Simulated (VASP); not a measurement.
## LiBr in VASP 6.6.1, single-point calculation

INCAR

```
NSW = 0
LWAVE = .FALSE.
LASPH = .TRUE.
ALGO = Normal
NELM = 120
IBRION = -1
NBANDS = 12
EDIFF = 1E-7
ENCUT = 520
ISMEAR = 0
PREC = Accurate
METAGGA = R2SCAN
LREAL = .FALSE.
ISIF = 2
SIGMA = 0.01
NELECT = 9.9
LCHARG = .FALSE.
```

KPOINTS

```
KPOINTS created by Atomic Simulation Environment
0
Gamma
8 8 8
0 0 0
```

POSCAR

```
Li Br
 1.0000000000000000
     0.0000000000000000    2.7258672215000002    2.7258672215000002
     2.7258672215000002    0.0000000000000000    2.7258672215000002
     2.7258672215000002    2.7258672215000002    0.0000000000000000
 Li  Br
   1   1
Cartesian
  0.0000000000000000  0.0000000000000000  0.0000000000000000
  2.7258672215000002  2.7258672215000002  2.7258672215000002
```

The recommended PBE PAW datasets give the neutral cell 10 valence electrons.

Command

```
mpirun -np 1 vasp_std
```

OSZICAR

```
N       E                     dE             d eps       ncg     rms          rms(c)
DAV:   1     0.258104252659E+02    0.25810E+02   -0.33996E+03   696   0.686E+02
DAV:   2    -0.182087873791E+02   -0.44019E+02   -0.42520E+02   832   0.135E+02
DAV:   3    -0.206776584085E+02   -0.24689E+01   -0.24457E+01   936   0.334E+01
DAV:   4    -0.207413948448E+02   -0.63736E-01   -0.63713E-01   932   0.500E+00
DAV:   5    -0.207421860120E+02   -0.79117E-03   -0.79116E-03   932   0.497E-01    0.167E+00
DAV:   6    -0.191600234348E+02    0.15822E+01   -0.38056E-01   912   0.430E+00    0.135E+00
DAV:   7    -0.191684895230E+02   -0.84661E-02   -0.21313E-01   696   0.305E+00    0.568E-01
DAV:   8    -0.191581571398E+02    0.10332E-01   -0.51428E-02   716   0.151E+00    0.281E-01
DAV:   9    -0.191591386424E+02   -0.98150E-03   -0.27254E-03   840   0.358E-01    0.710E-02
DAV:  10    -0.191585363089E+02    0.60233E-03   -0.62484E-04   752   0.134E-01    0.259E-02
DAV:  11    -0.191585211218E+02    0.15187E-04   -0.43034E-05   868   0.477E-02    0.128E-02
DAV:  12    -0.191584825879E+02    0.38534E-04   -0.96735E-07   780   0.973E-03    0.240E-03
DAV:  13    -0.191584879182E+02   -0.53303E-05   -0.34468E-08   816   0.157E-03    0.147E-03
DAV:  14    -0.191585030692E+02   -0.15151E-04   -0.13387E-07   788   0.293E-03    0.200E-04
DAV:  15    -0.191585025490E+02    0.52016E-06   -0.17503E-09   476   0.347E-04    0.985E-05
DAV:  16    -0.191585032689E+02   -0.71989E-06   -0.11021E-09   440   0.273E-04    0.384E-05
DAV:  17    -0.191585032875E+02   -0.18626E-07   -0.14009E-10   416   0.830E-05
   1 F= -.19158503E+02 E0= -.19158423E+02  d E =-.161473E-03
```

From OUTCAR

```
k-points           NKPTS =     29   k-points in BZ     NKDIM =     29   number of bands    NBANDS=     12

   NELECT =       9.9000    total number of electrons

   dimension x,y,z NGX =    30 NGY =   30 NGZ =   30
   dimension x,y,z NGXF=    60 NGYF=   60 NGZF=   60

  energy-cutoff  :      520.00
  volume of cell :       40.51
      direct lattice vectors                 reciprocal lattice vectors
     0.000000000  2.725867222  2.725867222    -0.183427863  0.183427863  0.183427863
     2.725867222  0.000000000  2.725867222     0.183427863 -0.183427863  0.183427863
     2.725867222  2.725867222  0.000000000     0.183427863  0.183427863 -0.183427863

 k-points in reciprocal lattice and weights: KPOINTS created by Atomic Simulation Env
   0.00000000  0.00000000  0.00000000       0.002
   0.12500000  0.00000000  0.00000000       0.016
   0.25000000  0.00000000  0.00000000       0.016
   0.37500000  0.00000000  0.00000000       0.016
   0.50000000  0.00000000  0.00000000       0.008
   0.12500000  0.12500000  0.00000000       0.012
   0.25000000  0.12500000  0.00000000       0.047
   0.37500000  0.12500000  0.00000000       0.047
   ...

 E-fermi :   0.0090

 k-point     1 :       0.0000    0.0000    0.0000
  band No.  band energies     occupation
      1     -45.4792      2.00000
      2     -13.9532      2.00000
      3       0.0582      0.00000
      4       0.0582      0.00000
      5       0.0583      0.00000
      6       6.1831      0.00000
      7      11.3966      0.00000
      8      11.3966      0.00000
      9      11.3967      0.00000
     10      13.7923      0.00000
     11      13.7923      0.00000
     12      13.7935      0.00000

 k-point     2 :       0.1250    0.0000    0.0000
  band No.  band energies     occupation
      1     -45.4791      2.00000
      2     -13.8840      2.00000
      3      -0.5175      2.00000
      4       0.0120      0.67566
      5       0.0120      0.67434
      6       6.6851      0.00000
      7      10.7191      0.00000
      8      11.3309      0.00000
      9      11.3312      0.00000
     10      12.4989      0.00000
     11      12.4992      0.00000
     12      14.1245      0.00000

 k-point     3 :       0.2500    0.0000    0.0000
  band No.  band energies     occupation
      1     -45.4787      2.00000
      2     -13.7088      2.00000
      3      -1.6348      2.00000
      4      -0.0937      2.00000
      5      -0.0937      2.00000
      6       7.0742      0.00000
      7      10.2257      0.00000
      8      10.2262      0.00000
      9      10.8763      0.00000
     10      13.3780      0.00000
     11      13.3780      0.00000
     12      14.5049      0.00000

 k-point     4 :       0.3750    0.0000    0.0000
  band No.  band energies     occupation
      1     -45.4783      2.00000
      2     -13.5199      2.00000
      3      -2.5547      2.00000
      4      -0.1917      2.00000
      5      -0.1916      2.00000
      6       6.7678      0.00000
      7       9.3724      0.00000
      8       9.3730      0.00000
      9      12.4214      0.00000
     10      14.9586      0.00000
     11      15.2141      0.00000
     12      15.2142      0.00000

 ...

  Total       -0.7063296     -0.7063296     -0.7063296      0.0000000     -0.0000000      0.0000000
  in kB      -27.9366245    -27.9366245    -27.9366245      0.0000000     -0.0000000      0.0000000
  external PRESSURE =     -27.9366245 kB  Pullay stress =       0.0000000 kB

 POSITION                                       TOTAL-FORCE (eV/Angst)
 -----------------------------------------------------------------------------------
      0.00000      0.00000      0.00000        -0.000000     -0.000000     -0.000000
      2.72587      2.72587      2.72587         0.000000      0.000000      0.000000
 -----------------------------------------------------------------------------------
    total drift:                               -0.000000     -0.000000      0.000000

  FREE ENERGIE OF THE ION-ELECTRON SYSTEM (eV)
  ---------------------------------------------------
  free  energy   TOTEN  =       -19.1585032875 eV

  energy  without entropy=      -19.1583418146  energy(sigma->0) =      -19.15842255
```

It converged. Results: pressure -2.8 GPa.

The cell is charged and sits in a uniform background.

For comparison, a separate r²SCAN run of the intended cell, on usual settings and not on those above, gives a gap of 6.01 eV on its mesh and a pressure of 0.1 GPa.

The run above took about 75 s on one core of a shared host (Intel Xeon Platinum 8488C) and held 0.17 GiB at most.
